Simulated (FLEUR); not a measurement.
# KTaO3 (Pm-3m) in FLEUR: further runs

One crystal, KTaO3, is run at these levels: PBEsol; tasks: band structure, equation of state.

All numbers are computed with FLEUR MaX-R8.1 (later development tree); they aren't measurements. Logs are shortened: lines on timing, memory, paths and dates and some standing lists are left out, and cuts for length are marked.

## Step 1: The structure

Symmetry: Pm-3m, No. 221, cubic system. Conventional cell: a = 3.988 Å, b = 3.988 Å, c = 3.988 Å, α = 90.00°, β = 90.00°, γ = 90.00°. Around Ta (site symmetry m-3m) lie 6 O at 1.99 Å. Around K (site symmetry m-3m) lie 12 O at 2.82 Å. O (site symmetry 4/mmm) is surrounded by 2 Ta at 1.99 Å.

## Step 2: Band structure, PBEsol

Contents of inp.xml:

```xml
<?xml version="1.0" encoding="UTF-8" standalone="no"?>
<fleurInput fleurInputVersion="0.39">
   <comment>
      KTaO3                                                                                               
   </comment>
   <calculationSetup>
      <cutoffs Kmax="5.41" Gmax="16.8" GmaxXC="16.8" numbands="0"/>
      <scfLoop itmax="60" minDistance="0.00001" maxIterBroyd="15" imix="Anderson" alpha="0.05" precondParam="0.0" spinf="2.0" sdNocoIR="T"/>
      <coreElectrons ctail="T" frcor="F" kcrel="0" coretail_lmax="0"/>
      <xcFunctional name="PBEs" relativisticCorrections="F"/>
      <magnetism jspins="1"/>
      <soc l_soc="F" theta="0.0" phi="0.0" spav="F"/>
      <expertModes spex="0" secvar="F"/>
      <geometryOptimization l_f="F" forcealpha="1.0" forcemix="BFGS" epsdisp="0.00001" epsforce="0.00001"/>
      <ldaU l_linMix="F" mixParam="0.05" spinf="1.0"/>
   </calculationSetup>
   <cell>
      <bzIntegration valenceElectrons="54.0" mode="hist" fermiSmearingEnergy="0.00183747">
         <kPointListSelection listName="default-1"/>
         <!-- k-points included here -->
         <xi:include xmlns:xi="http://www.w3.org/2001/XInclude" href="kpts.xml"> </xi:include>
      </bzIntegration>
      <!-- symmetry operations included here -->
      <xi:include xmlns:xi="http://www.w3.org/2001/XInclude" href="sym.xml"> </xi:include>
      <bulkLattice scale="1.0">
         <bravaisMatrix>
[... 51 lines left out ...]
   </atomSpecies>
   <atomGroups>
      <atomGroup species="Tantalum (Ta)">
         <relPos label="                   1">.0000000000 .0000000000 .0000000000</relPos>
         <force calculate="T" relaxXYZ="TTT"/>
      </atomGroup>
      <atomGroup species="Potassium (K)">
         <relPos label="                   2">1.000/2.000 1.000/2.000 1.000/2.000</relPos>
         <force calculate="T" relaxXYZ="TTT"/>
      </atomGroup>
      <atomGroup species="Oxygen (O)">
         <relPos label="                   3">.0000000000 .0000000000 1.000/2.000</relPos>
         <relPos label="                   4">.0000000000 1.000/2.000 .0000000000</relPos>
         <relPos label="                   5">1.000/2.000 .0000000000 .0000000000</relPos>
         <force calculate="T" relaxXYZ="TTT"/>
      </atomGroup>
   </atomGroups>
   <output dos="F" band="F" slice="F">
      <checks vchk="F" cdinf="F"/>
      <bandDOS minEnergy="-.5*Htr" maxEnergy="0.5*Htr" sigma="0.015" storeEVData="T"/>
      <vacuumDOS vacdos="F" integ="F" star="F" nstars="0" locx1="0.0" locy1="0.0" locx2="0.0" locy2="0.0" nstm="0" tworkf="0.0"/>
      <unfoldingBand unfoldBand="F" supercellX="1" supercellY="1" supercellZ="1"/>
      <plotting iplot="0" polar="F">
         <plot TwoD="T" vec1="  1.0  0.0  0.0" vec2="  0.0  1.0  0.0" vec3="  0.0  0.0  1.0" zero="  0.0  0.0  0.0" file="plot"/>
      </plotting>
      <chargeDensitySlicing numkpt="0" minEigenval="0.0" maxEigenval="0.0" nnne="0" pallst="F"/>
      <specialOutput eonly="F"/>
      <moessbauerParams electricFieldGradient="T" isomerShift="T" coreHyperfine="T" valenceHyperfine="T"/>
      <magneticCircularDichroism mcd="F" energyLo="-10.0" energyUp="0.0"/>
   </output>
  <!-- We include the file relax.xml here to enable relaxations (see documentation) -->
  <xi:include xmlns:xi="http://www.w3.org/2001/XInclude" href="relax.xml"> <xi:fallback/> </xi:include>
</fleurInput>
```

Contents of crystal.txt:

```
KTaO3
&input cartesian=F /
3.9883000000  0.0000000000  0.0000000000
0.0000000000  3.9883000000  0.0000000000
0.0000000000  0.0000000000  3.9883000000
1.8897261246
1.0 1.0 1.0

5
73 0.0000000000  0.0000000000  0.0000000000
19 0.5000000000  0.5000000000  0.5000000000
8 0.0000000000  0.0000000000  0.5000000000
8 0.0000000000  0.5000000000  0.0000000000
8 0.5000000000  0.0000000000  0.0000000000

&kpt div1=7 div2=7 div3=7 gamma=T /
```

Contents of inp.xml (bands):

```
<?xml version="1.0" encoding="UTF-8" standalone="no"?>
<fleurInput fleurInputVersion="0.39">
   <comment>
      KTaO3                                                                                               
   </comment>
   <calculationSetup>
      <cutoffs Kmax="5.41" Gmax="16.8" GmaxXC="16.8" numbands="0"/>
      <scfLoop itmax="60" minDistance="0.00001" maxIterBroyd="15" imix="Anderson" alpha="0.05" precondParam="0.0" spinf="2.0" sdNocoIR="T"/>
      <coreElectrons ctail="T" frcor="F" kcrel="0" coretail_lmax="0"/>
      <xcFunctional name="PBEs" relativisticCorrections="F"/>
      <magnetism jspins="1"/>
      <soc l_soc="F" theta="0.0" phi="0.0" spav="F"/>
      <expertModes spex="0" secvar="F"/>
      <geometryOptimization l_f="F" forcealpha="1.0" forcemix="BFGS" epsdisp="0.00001" epsforce="0.00001"/>
      <ldaU l_linMix="F" mixParam="0.05" spinf="1.0"/>
   </calculationSetup>
   <cell>
      <bzIntegration valenceElectrons="54.0" mode="hist" fermiSmearingEnergy="0.00183747">
         <kPointListSelection listName="path-1"/>
         <!-- k-points included here -->
         <xi:include xmlns:xi="http://www.w3.org/2001/XInclude" href="kpts.xml"> </xi:include>
      </bzIntegration>
      <!-- symmetry operations included here -->
      <xi:include xmlns:xi="http://www.w3.org/2001/XInclude" href="sym.xml"> </xi:include>
      <bulkLattice scale="1.0">
         <bravaisMatrix>
[... 50 lines left out ...]
      </species>
   </atomSpecies>
   <atomGroups>
      <atomGroup species="Tantalum (Ta)">
         <relPos label="                   1">.0000000000 .0000000000 .0000000000</relPos>
         <force calculate="T" relaxXYZ="TTT"/>
      </atomGroup>
      <atomGroup species="Potassium (K)">
         <relPos label="                   2">1.000/2.000 1.000/2.000 1.000/2.000</relPos>
         <force calculate="T" relaxXYZ="TTT"/>
      </atomGroup>
      <atomGroup species="Oxygen (O)">
         <relPos label="                   3">.0000000000 .0000000000 1.000/2.000</relPos>
         <relPos label="                   4">.0000000000 1.000/2.000 .0000000000</relPos>
         <relPos label="                   5">1.000/2.000 .0000000000 .0000000000</relPos>
         <force calculate="T" relaxXYZ="TTT"/>
      </atomGroup>
   </atomGroups>
   <output dos="F" band="T" slice="F">
      <checks vchk="F" cdinf="F"/>
      <bandDOS minEnergy="-.5*Htr" maxEnergy="0.5*Htr" sigma="0.015" storeEVData="T"/>
      <vacuumDOS vacdos="F" integ="F" star="F" nstars="0" locx1="0.0" locy1="0.0" locx2="0.0" locy2="0.0" nstm="0" tworkf="0.0"/>
      <unfoldingBand unfoldBand="F" supercellX="1" supercellY="1" supercellZ="1"/>
      <plotting iplot="0" polar="F">
         <plot TwoD="T" vec1="  1.0  0.0  0.0" vec2="  0.0  1.0  0.0" vec3="  0.0  0.0  1.0" zero="  0.0  0.0  0.0" file="plot"/>
      </plotting>
      <chargeDensitySlicing numkpt="0" minEigenval="0.0" maxEigenval="0.0" nnne="0" pallst="F"/>
      <specialOutput eonly="F"/>
      <moessbauerParams electricFieldGradient="T" isomerShift="T" coreHyperfine="T" valenceHyperfine="T"/>
      <magneticCircularDichroism mcd="F" energyLo="-10.0" energyUp="0.0"/>
   </output>
  <!-- We include the file relax.xml here to enable relaxations (see documentation) -->
  <xi:include xmlns:xi="http://www.w3.org/2001/XInclude" href="relax.xml"> <xi:fallback/> </xi:include>
</fleurInput>
```

Potentials or basis: all-electron, FLAPW.

Run with:

```console
$ inpgen -f crystal.txt -profile fastHighL
$ # inp.xml edited to the form shown
$ fleur_MPI
$ fleur_MPI   # second run, on inp.xml (bands)
```

The log of the run:

```text
Welcome to FLEUR        (www.flapw.de)
      MaX-Release 8.1          (www.max-centre.eu)

 ========== k-point set info ==========
 Selected k-point list: default-1
 k-point list type: mesh
 7 x 7 x 7
 Number of k points: 20

 ------------Calculation Setup---------------------------
 Number of MPI-tasks      :            1
 Number of PE/node        :            1
 Number of OMP-threads    :            1
 Most efficient MPI parallelization for:
           1           2           4           5          10          20
 Additional eigenvalue parallelization possible
 Number of basis functions:         1364
 Approximate size of matrices (H+S) per k-point:         0.028 GB
 --------------------------------------------------------
 Iteration:     1   Distance:      28.21358181 me/bohr^3
 Iteration:     2   Distance:      23.81047108 me/bohr^3
 Iteration:     3   Distance:       7.99502190 me/bohr^3
 Iteration:     4   Distance:       8.90561462 me/bohr^3
 Iteration:     5   Distance:       3.92345093 me/bohr^3
 Iteration:     6   Distance:       1.26893767 me/bohr^3
 Iteration:     7   Distance:       0.47769013 me/bohr^3
 Iteration:     8   Distance:       0.13221398 me/bohr^3
 Iteration:     9   Distance:       0.08966259 me/bohr^3
 Iteration:    10   Distance:       0.04948087 me/bohr^3
 Iteration:    11   Distance:       0.01436179 me/bohr^3
 Iteration:    12   Distance:       0.00428409 me/bohr^3
 Iteration:    13   Distance:       0.00110756 me/bohr^3
 Iteration:    14   Distance:       0.00072431 me/bohr^3
 Iteration:    15   Distance:       0.00007045 me/bohr^3
 Iteration:    16   Distance:       0.00006062 me/bohr^3
 Iteration:    17   Distance:       0.00003280 me/bohr^3
 Iteration:    18   Distance:       0.00001086 me/bohr^3
 Iteration:    19   Distance:       0.00000260 me/bohr^3

 ********************************************************************
 Run finished successfully
 Stop message:
   all done
 ********************************************************************
```

Wall time 5 min (1 thread of Arm Neoverse V2, shared host); peak memory 0.12 GiB.

Results:

- Free energy: -447576.3635 eV
- Band gap on the k mesh: 2.20 eV, indirect (least direct gap 2.74 eV)
- Band gap along the path: 2.14 eV, indirect (least direct gap 2.74 eV)
- Valence electrons inside the program's atomic spheres: Ta 23.61; K 7.95; O 4.25 (radii Ta 2.16, K 2.66, O 1.33 bohr)

Levels at the corners of the path, in eV from the valence-band top:
```tsv
point	band 23	band 24	band 25	band 26	band 27	band 28	band 29	band 30	band 31	band 32
Γ	-1.07	-1.07	-0.61	-0.61	-0.61	2.14	2.14	2.14	6.45	6.81
X	-2.33	-2.16	-1.54	-0.84	-0.84	2.30	5.03	5.03	6.86	8.43
M	-2.87	-1.63	-1.44	-1.44	-0.04	5.07	5.07	6.37	7.69	10.02
Γ	-1.07	-1.07	-0.61	-0.61	-0.61	2.14	2.14	2.14	6.45	6.81
R	-3.93	-3.93	0.00	0.00	0.00	6.51	6.51	6.51	8.79	8.79
X	-2.33	-2.16	-1.54	-0.84	-0.84	2.30	5.03	5.03	6.86	8.43
M	-2.87	-1.63	-1.44	-1.44	-0.04	5.07	5.07	6.37	7.69	10.02
R	-3.93	-3.93	0.00	0.00	0.00	6.51	6.51	6.51	8.79	8.79
```

Core levels (eV from the Fermi level):
```
atom                                                                                                                                                                                                          levels
1 Ta  1s1/2 -67249.3, 2s1/2 -11542.3, 2p1/2 -11030.7, 2p3/2 -9761.1, 3s1/2 -2639.5, 3p1/2 -2412.3, 3p3/2 -2139.0, 4s1/2 -533.4, 3d3/2 -1755.4, 3d5/2 -1695.8, 4p1/2 -439.8, 4p3/2 -376.8, 4d3/2 -223.0, 4d5/2 -211.4
 2 K                                                                                                                                                         1s1/2 -3508.3, 2s1/2 -344.4, 2p1/2 -273.3, 2p3/2 -270.5
 3 O                                                                                                                                                                                                    1s1/2 -502.1
 4 O                                                                                                                                                                                                    1s1/2 -502.1
 5 O                                                                                                                                                                                                    1s1/2 -502.1
```

Caveat: spin-orbit coupling is left out, which moves the levels of the heavy elements.

[end of part 1 of 2]
